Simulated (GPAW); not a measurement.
Crystal: SrO.

```
Sr O
1.0
     0.00000    2.56630    2.56630
     2.56630    0.00000    2.56630
     2.56630    2.56630    0.00000
Sr O
1 1
Direct
  0.50000 0.50000 0.50000
  0.00000 0.00000 0.00000
```

| Property | Result |
| --- | --- |
| Program | GPAW 26.7.0 |
| Task | single point |
| Functional | PBEsol |
| Potentials or basis | PAW data sets generated in the run's folder for this functional |
| Cutoff | 800 eV |
| Basis | pw |
| k mesh | 9 × 9 × 9 |
| Occupations | fermi-dirac, width 0.05 eV |
| Spin | no spin polarisation |

On this cell: pressure 0.0 GPa; largest force zero by symmetry; band gap on the k mesh 3.31 eV, indirect (least direct gap 3.39 eV).

The same run follows on a disturbed copy (atoms moved at random, drawn with an rms of 0.05 Å):

```xyz
2
Lattice="0.0000 2.5663 2.5663 2.5663 0.0000 2.5663 2.5663 2.5663 0.0000" Properties=species:S:1:pos:R:3 pbc="T T T"
Sr    2.5737    2.5770    2.5530
O    -0.0179    0.0448    0.0521
```

**Question.** What does the disturbed cell give?

**Answer.** The energy moves by +3.3 meV/atom; pressure 0.2 GPa; largest force 0.173 eV/Å; band gap on the k mesh 3.34 eV, indirect (least direct gap 3.41 eV).

Forces in eV/Å, atoms in the order of the input:
```
Sr  -0.055  0.074  0.147
O    0.055 -0.074 -0.147
```

Stress tensor (GPa, compression positive):
```
 0.02  0.01  0.02
 0.01  0.08 -0.03
 0.02 -0.03  0.44
```

Caveats: an odd mesh through Γ misses points on the zone boundary, where band edges often lie.
